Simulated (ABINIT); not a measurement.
## MgO: equation of state with revPBE+D3

MgO:

```
CELL_PARAMETERS angstrom
0.00000 2.09700 2.09700
2.09700 0.00000 2.09700
2.09700 2.09700 0.00000
ATOMIC_POSITIONS crystal
Mg 0.00000 0.00000 0.00000
O 0.50000 0.50000 0.50000
```

The cell is a database's computed one.

| Item | Value |
| --- | --- |
| Program | ABINIT 10.8.3 (patched build) |
| Task | equation of state |
| Functional | revPBE |
| Dispersion | D3 |
| Potentials or basis | JTH PAW PBE v2.0 |
| Cutoff | 626 eV |
| k mesh | 11 × 11 × 11 |
| Occupations | fermi-dirac, width 0.05 eV |
| Spin | no spin polarisation |
| Fine-grid cutoff | 1224.51 eV |
| Exchange and correlation inside the PAW spheres | full angular mesh (pawxcdev 0, this build's default; the released program takes 1) |

```json
{
  "Equilibrium volume": "9.38 Å³/atom",
  "Bulk modulus": "150 GPa",
  "Pressure derivative of the bulk modulus": "4.4"
}
```

Energy against volume, from the lowest point:
| volume (Å³/atom) | energy (meV/atom) |
| --- | --- |
| 8.668 | 28.80 |
| 8.853 | 15.15 |
| 9.037 | 6.11 |
| 9.221 | 1.18 |
| 9.406 | 0.00 |
| 9.590 | 2.16 |
| 9.775 | 7.30 |

Run time: 87 s on 1 thread of Arm Neoverse V1, on a shared host, peak memory 0.13 GiB.

Caveat: pressures at fixed basis lie under the slope of the energies; the PAW data sets were made with another functional, which shifts forces and pressure a little.
